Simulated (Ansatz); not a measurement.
Runs of Ansatz 0.2.0 on SnSe. The structure is cubic, space group Fm-3m (No. 225). Conventional cell: a = 6.020 Å, b = 6.020 Å, c = 6.020 Å, α = 90.00°, β = 90.00°, γ = 90.00°. Sn (site symmetry m-3m) is surrounded by 6 Se at 3.01 Å. Se (site symmetry m-3m) has 6 Sn at 3.01 Å as nearest neighbours. Measurements of this composition are mostly on another form, of space group No. 62.

```tsv
task	level	potentials or basis	spin	fixed moment (μB)	cell	k mesh	cutoff (eV)	smearing	scf algorithm	scf convergence dr2 threshold	scf mixing preconditioner	basis error allowed	other keys	gap on the mesh (eV)	pressure (GPa)	moment (μB)
density of states	PBE+D3(BJ)	all-electron LAPW, scalar-relativistic	collinear, ferromagnetic start	-	cell squeezed	8 × 8 × 8	233	gaussian 0.15 eV	density_mixing	1e-06	-	0.001 eV/atom	scf.algorithm = density_mixing; scf.convergence.dr2_threshold = 1e-06	0.52	16.6	0.00
phonons	PBEsol+D4	all-electron PAW datasets made for the crystal	collinear, random start	-	as given	8 × 8 × 8	240	methfessel-paxton 0.001 eV	-	-	-	-	scf.occupations.method = methfessel_paxton; …	(b)	-	0.00
relaxation of the atoms	PBEsol+D3(BJ)	all-electron PAW datasets made for the crystal	collinear, ferromagnetic start	1.0	atoms relaxed from: atoms moved at random, drawn with an rms of 0.15 Å	6 × 6 × 6	-	fermi-dirac 0.025 eV	-	-	-	-	-	-	-3.7	-
single point	PBE	all-electron LAPW, scalar-relativistic	off	-	as given	5 × 5 × 5	164	fermi-dirac 0.03 eV	-	-	-	0.003 eV/atom	-	-	0.8	-
relaxation of the atoms	PBEsol-PBE	all-electron LAPW, inner shells corrected to Dirac's equation	off	-	atoms relaxed from: atoms moved at random, drawn with an rms of 0.1 Å	6 × 6 × 6	-	fermi-dirac 0.01 eV	-	-	-	0.0005 eV/atom	-	0.71	-3.1	-
single point	LDA	all-electron LAPW, scalar-relativistic	collinear, ferromagnetic start	-	as given	8 × 8 × 8	207	gaussian 0.01 eV	density_mixing	-	none	0.0005 eV/atom	scf.mixing.preconditioner = none; scf.occupations.method = gaussian; …	0.61	-3.4	0.00
band structure	B88-PBE	all-electron LAPW, point nuclei	collinear, ferromagnetic start	-	volume scaled by 0.8	8 × 8 × 8	233	fermi-dirac 0.1 eV	-	-	-	0.001 eV/atom	-	-	(a)	0.00
```

Problem. Estimate the missing entries.

Solution. (a) 19.6; (b) 0.65.

Caveats: spin-orbit coupling is left out, which moves the levels of the heavy elements (some runs); the starting moments weren't kept (some runs); the thresholds are loose for stress (some runs); some modes are imaginary (some runs); the program listed the state as in doubt (some runs); the total moment is fixed, so each spin has its own Fermi level (some runs).

A k mesh can miss the band edges, and the runs leave out spin-orbit coupling on Se, Sn.

A gap of «none» marks a metal or a gap under the smearing width.

The runs don't all hold the same shells in valence.
